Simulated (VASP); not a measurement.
# PtS2 in VASP: further runs

The runs below take PtS2 through single point, with PBE.

Everything below comes from runs of VASP 6.6.1. Logs are shortened: lines on timing, memory, paths and dates and some standing lists are left out, and cuts for length are marked.

**1. The structure**

The cell holds a slab with vacuum, 3 atoms: a = 3.543 Å, b = 3.543 Å, c = 14.288 Å, α = 90.00°, β = 90.00°, γ = 120.00°.

**2. Single point, PBE**

Contents of INCAR:

```
SYSTEM = PtS2
PREC = Accurate ; ENCUT = 650
EDIFF = 1E-7 ; ISMEAR = 0
SIGMA = 0.05 ; LREAL = .False.
LASPH = .True. ; NELM = 120
ALGO = Normal ; ISIF = 2
LWAVE = .False. ; LCHARG = .False.
LDIPOL = .True. ; IDIPOL = 3
DIPOL = 0.5 0.5 0.500 ; GGA = PE
NBANDS = 22 ; LVHAR = .True.
LVACPOTAV = .True.
```

Contents of KPOINTS:

```
Automatic mesh
0
Gamma
  3 3 1
  0 0 0
```

Contents of POSCAR:

```
PtS2
1.0
    3.5432000000      0.0000000000      0.0000000000
   -1.7716000000      3.0685012100      0.0000000000
    0.0000000000      0.0000000000     14.2876152000
S Pt
2 1
Direct
    0.6666666667      0.3333333333      0.4199441206
    0.3333333333      0.6666666667      0.5800558794
    0.0000000000      0.0000000000      0.5000000000
```

Potentials or basis: VASP PAW PBE potentials, release 64 (S, Pt).

Command:

```
cat potpaw_PBE.64/S/POTCAR potpaw_PBE.64/Pt/POTCAR > POTCAR
mpirun -np 1 vasp_std > vasp.out
```

OUTCAR:

```text
SYSTEM = PtS2
   PREC = Accurate
   ENCUT = 650
   EDIFF = 1E-7
   ISMEAR = 0
   LREAL = .False.
   LASPH = .True.
   NELM = 120
   ISIF = 2
   GGA = PE

 Found      3 irreducible k-points:

 Following reciprocal coordinates:
            Coordinates               Weight
  0.000000  0.000000  0.000000      1.000000
  0.333333 -0.000000  0.000000      6.000000
  0.333333  0.333333  0.000000      2.000000
   k-points           NKPTS =      3   k-points in BZ     NKDIM =      3   number of bands    NBANDS=     22
   number of dos      NEDOS =    301   number of ions     NIONS =      3
   total plane-waves  NPLWV = 108000
   dimension x,y,z NGX =    30 NGY =   30 NGZ =  120
   dimension x,y,z NGXF=    60 NGYF=   60 NGZF=  240
   ions per type =               2   1
   NGX,Y,Z   is equivalent  to a cutoff of  14.08, 14.08, 13.96 a.u.
   NGXF,Y,Z  is equivalent  to a cutoff of  28.15, 28.15, 27.93 a.u.
 SYSTEM =  PtS2
   PREC   = accura    normal or accurate (medium, high low for compatibility)
   ISTART =      0    job   : 0-new  1-cont  2-samecut
   ICHARG =      2    charge: 1-file 2-atom 10-const
   ISPIN  =      1    spin polarized calculation?
   LNONCOLLINEAR =      F non collinear calculations
   LSORBIT =      F    spin-orbit coupling
   LASPH  =      T    aspherical Exc in radial PAW
   ENCUT  =  650.0 eV  47.77 Ry    6.91 a.u.   7.37  7.37 29.70*2*pi/ulx,y,z
   NELM   =    120;   NELMIN=  2; NELMDL= -5     # of ELM steps
   EDIFF  = 0.1E-06   stopping-criterion for ELM
   LREAL  =      F    real-space projection
   EDIFFG = 0.1E-05   stopping-criterion for IOM
   NSW    =      0    number of steps for IOM
   IBRION =     -1    ionic relax: 0-MD 1-quasi-New 2-CG
   NFREE  =      0    steps in history (QN), initial steepest desc. (CG)
   ISIF   =      2    stress and relaxation
   ISYM   =      2    0-nonsym 1-usesym 2-fastsym
   POTIM  = 0.5000    time-step for ionic-motion
   TEBEG  =    0.0;   TEEND  =   0.0 temperature during run
   PSTRESS=    0.0 pullay stress
   NELECT =      22.0000    total number of electrons
   NUPDOWN=      -1.0000    fix difference up-down
   EMIN   =  10.00;   EMAX   =-10.00  energy-range for DOS
   EFERMI =   0.00;   METHOD = LEGACY
   ISMEAR =     0;   SIGMA  =   0.05  broadening in eV -4-tet -1-fermi 0-gaus
   EFERMI_NEDOS =   21; number of points for ismear=-14 and -15
   IALGO  =     38    algorithm
   IMIX   =      4    mixing-type and parameters
     AMIX     =   0.40;   BMIX     =  1.00
     AMIX_MAG =   1.60;   BMIX_MAG =  1.00
  volume/ion in A,a.u.               =      51.78       349.43
  Fermi-wavevector in a.u.,A,eV,Ry     =   0.853339  1.612578  9.907602  0.728188
  Thomas-Fermi vector in A             =   1.969767
   LORBIT       =      0    0 simple, 1 ext, 2 COOP (PROOUT), +10 PAW based schemes
   GGA     = PE    functional components
   LHFCALC =     F    Hartree Fock is set to
   AEXX    =    0.0000 exact exchange contribution
   IVDW    =     0    specifies the selected vdW correction
   LEPSILON=     F    determine dielectric tensor
   LRPA    =     F    only Hartree local field effects (RPA)
 non-spin polarized calculation
 Gauss-broadening in eV      SIGMA  =   0.05
  energy-cutoff  :      650.00
  volume of cell :      155.34
 maximum number of plane-waves:      5909
 NGX is ok and might be reduce to    30
   NGX = 15   NGY = 15   NGZ = 59

 dipolmoment           0.000000      0.000000     -0.000000 electrons x Angstroem

 number of electron      22.0000001 magnetization

 dipolmoment           0.000000      0.000000      0.000000 electrons x Angstroem

 Free energy of the ion-electron system (eV)
  ---------------------------------------------------
  ext. energy  EPLUGINS =         0.00000000
  ---------------------------------------------------
  free energy    TOTEN  =       -15.41009613 eV

  energy without entropy =      -15.41009613  energy(sigma->0) =      -15.41009613

 E-fermi :  -2.0380     XC(G=0):  -4.4620

 val. band max:       -2.3021462360   @ k =   0.3333  -0.0000   0.0000
 cond. band min:       0.3288487396   @ k =   0.3333  -0.0000   0.0000
 fundamental gap:      2.6309949756
 Fermi energy:        -2.0379672573

 k-point     1 :       0.0000    0.0000    0.0000
  band No.  band energies     occupation
      1     -16.5196      2.00000
      2     -13.7430      2.00000
      3      -8.1334      2.00000
      4      -8.1334      2.00000
      5      -7.3611      2.00000
      6      -5.0803      2.00000
      7      -5.0803      2.00000
      8      -2.6470      2.00000
      9      -2.5420      2.00000
     10      -2.3198      2.00000
     11      -2.3198      2.00000
     12       1.6242      0.00000
     13       1.6242      0.00000
     14       3.4562      0.00000
     15       3.7241      0.00000
     16       4.5146      0.00000
     17       4.9245      0.00000
     18       6.7034      0.00000
     19       6.7368      0.00000
     20       6.7368      0.00000
     21       7.5656      0.00000
     22      10.4418      0.00000

 k-point     2 :       0.3333   -0.0000    0.0000
  band No.  band energies     occupation
      1     -15.2677      2.00000
      2     -14.1763      2.00000
      3      -8.0070      2.00000
      4      -7.4532      2.00000
      5      -6.8750      2.00000
      6      -6.0783      2.00000
      7      -5.3369      2.00000
      8      -4.1713      2.00000
      9      -3.0945      2.00000
     10      -3.0226      2.00000
     11      -2.3021      2.00000
     12       0.3288      0.00000
     13       1.1983      0.00000
     14       3.8577      0.00000
     15       5.4283      0.00000
     16       5.6101      0.00000
     17       6.0883      0.00000
     18       7.2412      0.00000
     19       8.1016      0.00000
     20       8.5888      0.00000
     21       8.7338      0.00000
     22       9.2977      0.00000

 k-point     3 :       0.3333    0.3333    0.0000
  band No.  band energies     occupation
      1     -14.3703      2.00000
      2     -14.3703      2.00000
      3      -7.7636      2.00000
      4      -7.5069      2.00000
      5      -7.5069      2.00000
      6      -5.5685      2.00000
      7      -5.5685      2.00000
      8      -4.6880      2.00000
      9      -4.1983      2.00000
     10      -2.7396      2.00000
     11      -2.7396      2.00000
     12       0.4160      0.00000
     13       0.4160      0.00000
     14       5.4347      0.00000
     15       7.2742      0.00000
     16       7.2742      0.00000
     17       7.3352      0.00000
     18       7.4168      0.00000
     19       8.2140      0.00000
     20       8.2140      0.00000
     21       9.4336      0.00000
     22       9.4336      0.00000

------------------------ aborting loop because EDIFF is reached ----------------------------------------

  FORCE on cell =-STRESS in cart. coord.  units (eV):
  Direction    XX          YY          ZZ          XY          YZ          ZX
  --------------------------------------------------------------------------------------
  -------------------------------------------------------------------------------------
  Total        3.4315212      3.4315212      3.0102433      0.0000000      0.0000000      0.0000000
  in kB       35.3928521     35.3928521     31.0477737      0.0000000      0.0000000      0.0000000
  external PRESSURE =      33.9444926 kB  Pullay stress =       0.0000000 kB

 VOLUME and BASIS-vectors are now :
 -----------------------------------------------------------------------------
  energy-cutoff  :      650.00
  volume of cell :      155.34
      direct lattice vectors                 reciprocal lattice vectors
     3.543200000  0.000000000  0.000000000     0.282230752  0.162946001  0.000000000
    -1.771600000  3.068501210  0.000000000     0.000000000  0.325892001  0.000000000
     0.000000000  0.000000000 14.287615200     0.000000000  0.000000000  0.069990687

 POSITION                                       TOTAL-FORCE (eV/Angst)
 -----------------------------------------------------------------------------------
      1.77160      1.02283      6.00000         0.000000      0.000000     -1.317233
     -0.00000      2.04567      8.28762        -0.000000     -0.000000      1.317233
      0.00000      0.00000      7.14381         0.000000      0.000000      0.000000
 -----------------------------------------------------------------------------------
    total drift:                               -0.000000     -0.000000      0.000000

  FREE ENERGIE OF THE ION-ELECTRON SYSTEM (eV)
  ---------------------------------------------------
  free  energy   TOTEN  =       -15.4100961335 eV

  energy  without entropy=      -15.4100961335  energy(sigma->0) =      -15.41009613

 vacuum level on the upper side and lower side of the slab         4.290         4.290
```

Run time: 22 s. Hardware: 1 thread of AMD EPYC 9R45 (Zen 5), shared host; peak memory 0.27 GiB.

These settings aren't checked as converged: the numbers below hold their error.

What came out:

```yaml
Free_energy: -15.4101 eV
Largest_force: 1.317 eV/Å
Band_gap_on_the_k_mesh: 2.63 eV, direct
Ionisation_potential_of_the_upper_face: 6.59 eV
```

Caveat: the k mesh is coarse (spacing up to 0.68 Å⁻¹), so the values aren't converged; spin-orbit coupling is left out, which moves the levels of the heavy elements.

**3. Single point, PBE**

Changes to INCAR since step 2:

```diff
@@ -1,3 +1,3 @@
 SYSTEM = PtS2
-PREC = Accurate ; ENCUT = 650
+PREC = Accurate ; ENCUT = 280
 EDIFF = 1E-7 ; ISMEAR = 0
```

Contents of KPOINTS:

```
Automatic mesh
0
Gamma
  7 7 1
  0 0 0
```

POSCAR is that of step 2.

Potentials or basis: VASP PAW PBE potentials, release 64 (S, Pt).

Command:

```
cat potpaw_PBE.64/S/POTCAR potpaw_PBE.64/Pt/POTCAR > POTCAR
mpirun -np 1 vasp_std > vasp.out
```

OUTCAR:

```text
SYSTEM = PtS2
   PREC = Accurate
   ENCUT = 280
   EDIFF = 1E-7
   ISMEAR = 0
   LREAL = .False.
   LASPH = .True.
   NELM = 120
   ISIF = 2
   GGA = PE

 Found      8 irreducible k-points:

 Following reciprocal coordinates:
            Coordinates               Weight
  0.000000  0.000000  0.000000      1.000000
  0.142857  0.000000  0.000000      6.000000
  0.285714 -0.000000  0.000000      6.000000
  0.428571  0.000000  0.000000      6.000000
  0.142857  0.142857  0.000000      6.000000
  0.285714  0.142857  0.000000     12.000000
   k-points           NKPTS =      8   k-points in BZ     NKDIM =      8   number of bands    NBANDS=     22
   number of dos      NEDOS =    301   number of ions     NIONS =      3
   total plane-waves  NPLWV =  32000
   dimension x,y,z NGX =    20 NGY =   20 NGZ =   80
   dimension x,y,z NGXF=    40 NGYF=   40 NGZF=  160
   ions per type =               2   1
   NGX,Y,Z   is equivalent  to a cutoff of   9.38,  9.38,  9.31 a.u.
   NGXF,Y,Z  is equivalent  to a cutoff of  18.77, 18.77, 18.62 a.u.
 SYSTEM =  PtS2
   PREC   = accura    normal or accurate (medium, high low for compatibility)
   ISTART =      0    job   : 0-new  1-cont  2-samecut
   ICHARG =      2    charge: 1-file 2-atom 10-const
   ISPIN  =      1    spin polarized calculation?
   LNONCOLLINEAR =      F non collinear calculations
   LSORBIT =      F    spin-orbit coupling
   LASPH  =      T    aspherical Exc in radial PAW
   ENCUT  =  280.0 eV  20.58 Ry    4.54 a.u.   4.83  4.83 19.49*2*pi/ulx,y,z
   NELM   =    120;   NELMIN=  2; NELMDL= -5     # of ELM steps
   EDIFF  = 0.1E-06   stopping-criterion for ELM
   LREAL  =      F    real-space projection
   EDIFFG = 0.1E-05   stopping-criterion for IOM
   NSW    =      0    number of steps for IOM
   IBRION =     -1    ionic relax: 0-MD 1-quasi-New 2-CG
   NFREE  =      0    steps in history (QN), initial steepest desc. (CG)
   ISIF   =      2    stress and relaxation
   ISYM   =      2    0-nonsym 1-usesym 2-fastsym
   POTIM  = 0.5000    time-step for ionic-motion
   TEBEG  =    0.0;   TEEND  =   0.0 temperature during run
   PSTRESS=    0.0 pullay stress
   NELECT =      22.0000    total number of electrons
   NUPDOWN=      -1.0000    fix difference up-down
   EMIN   =  10.00;   EMAX   =-10.00  energy-range for DOS
   EFERMI =   0.00;   METHOD = LEGACY
   ISMEAR =     0;   SIGMA  =   0.05  broadening in eV -4-tet -1-fermi 0-gaus
   EFERMI_NEDOS =   21; number of points for ismear=-14 and -15
   IALGO  =     38    algorithm
   IMIX   =      4    mixing-type and parameters
     AMIX     =   0.40;   BMIX     =  1.00
     AMIX_MAG =   1.60;   BMIX_MAG =  1.00
  volume/ion in A,a.u.               =      51.78       349.43
  Fermi-wavevector in a.u.,A,eV,Ry     =   0.853339  1.612578  9.907602  0.728188
  Thomas-Fermi vector in A             =   1.969767
   LORBIT       =      0    0 simple, 1 ext, 2 COOP (PROOUT), +10 PAW based schemes
   GGA     = PE    functional components
   LHFCALC =     F    Hartree Fock is set to
   AEXX    =    0.0000 exact exchange contribution
   IVDW    =     0    specifies the selected vdW correction
   LEPSILON=     F    determine dielectric tensor
   LRPA    =     F    only Hartree local field effects (RPA)
 non-spin polarized calculation
 Gauss-broadening in eV      SIGMA  =   0.05
  energy-cutoff  :      280.00
  volume of cell :      155.34
 maximum number of plane-waves:      1669
 NGX is ok and might be reduce to    20
   NGX =  9   NGY =  9   NGZ = 39

 number of electron      21.9999988 magnetization

 dipolmoment           0.000000      0.000000      0.000000 electrons x Angstroem

 Free energy of the ion-electron system (eV)
  ---------------------------------------------------
  ext. energy  EPLUGINS =         0.00000000
  ---------------------------------------------------
  free energy    TOTEN  =       -15.31821531 eV

  energy without entropy =      -15.31821531  energy(sigma->0) =      -15.31821531

 E-fermi :  -1.6687     XC(G=0):  -4.4779

 val. band max:       -1.9165852973   @ k =   0.1429   0.1429   0.0000
 cond. band min:      -0.0049623912   @ k =   0.2857  -0.0000   0.0000
 fundamental gap:      1.9116229061
 Fermi energy:        -1.6686890123

 k-point     1 :       0.0000    0.0000    0.0000
  band No.  band energies     occupation
      1     -16.5803      2.00000
      2     -13.8062      2.00000
      3      -8.2080      2.00000
      4      -8.2080      2.00000
      5      -7.4221      2.00000
      6      -5.1691      2.00000
[... 124 lines left out ...]
      6      -6.0105      2.00000
[... 14 lines left out ...]
     21       8.6542      0.00000
     22       8.9041      0.00000

 [... further k-points ...]

------------------------ aborting loop because EDIFF is reached ----------------------------------------

  FORCE on cell =-STRESS in cart. coord.  units (eV):
  Direction    XX          YY          ZZ          XY          YZ          ZX
  --------------------------------------------------------------------------------------
  -------------------------------------------------------------------------------------
  Total        3.2677532      3.2677532      2.8574474      0.0000000     -0.0000000      0.0000000
  in kB       33.7037418     33.7037418     29.4718305      0.0000000     -0.0000000      0.0000000
  external PRESSURE =      32.2931047 kB  Pullay stress =       0.0000000 kB

 VOLUME and BASIS-vectors are now :
 -----------------------------------------------------------------------------
  energy-cutoff  :      280.00
  volume of cell :      155.34
      direct lattice vectors                 reciprocal lattice vectors
     3.543200000  0.000000000  0.000000000     0.282230752  0.162946001  0.000000000
    -1.771600000  3.068501210  0.000000000     0.000000000  0.325892001  0.000000000
     0.000000000  0.000000000 14.287615200     0.000000000  0.000000000  0.069990687

 POSITION                                       TOTAL-FORCE (eV/Angst)
 -----------------------------------------------------------------------------------
      1.77160      1.02283      6.00000         0.000000     -0.000000     -1.367202
     -0.00000      2.04567      8.28762        -0.000000      0.000000      1.367202
      0.00000      0.00000      7.14381         0.000000      0.000000      0.000000
 -----------------------------------------------------------------------------------
    total drift:                               -0.000000      0.000000     -0.000000

  FREE ENERGIE OF THE ION-ELECTRON SYSTEM (eV)
  ---------------------------------------------------
  free  energy   TOTEN  =       -15.3182153139 eV

  energy  without entropy=      -15.3182153139  energy(sigma->0) =      -15.31821531

 vacuum level on the upper side and lower side of the slab         4.332         4.332
```

OSZICAR:

```text
N       E                     dE             d eps       ncg     rms          rms(c)
DAV:   1     0.102281904428E+03    0.10228E+03   -0.62285E+03   360   0.482E+02
DAV:   2    -0.919466854040E+01   -0.11148E+03   -0.10780E+03   486   0.139E+02
DAV:   3    -0.165913878256E+02   -0.73967E+01   -0.73286E+01   456   0.384E+01
[... 16 lines left out ...]
DAV:  20    -0.153182144179E+02   -0.13317E-05   -0.88995E-08   366   0.103E-03    0.254E-03
DAV:  21    -0.153182147594E+02   -0.34151E-06   -0.10857E-08   382   0.436E-04    0.138E-03
DAV:  22    -0.153182151749E+02   -0.41551E-06   -0.38616E-08   340   0.783E-04    0.123E-03
DAV:  23    -0.153182152993E+02   -0.12438E-06   -0.44237E-09   352   0.307E-04    0.365E-04
DAV:  24    -0.153182153139E+02   -0.14601E-07   -0.17489E-09   344   0.193E-04
   1 F= -.15318215E+02 E0= -.15318215E+02  d E =-.729366E-13
```

Wall time 12 s (1 thread of AMD EPYC 9R45 (Zen 5), shared host); peak memory 0.14 GiB.

The run converged, but some of its settings lie outside the range that counts as converged, so its numbers aren't taken as properties of the slab.

What came out:

- Free energy: -15.3182 eV
- Largest force: 1.367 eV/Å
- Band gap on the k mesh: 1.91 eV, indirect (least direct gap 2.06 eV)
- Ionisation potential of the upper face: 6.25 eV

Caveat: the cutoff is under 1.25 times the usual one of these potentials, so pressure, stress and relaxed cells hold a basis-set (Pulay) error; spin-orbit coupling is left out, which moves the levels of the heavy elements.

[end of part 1 of 3]
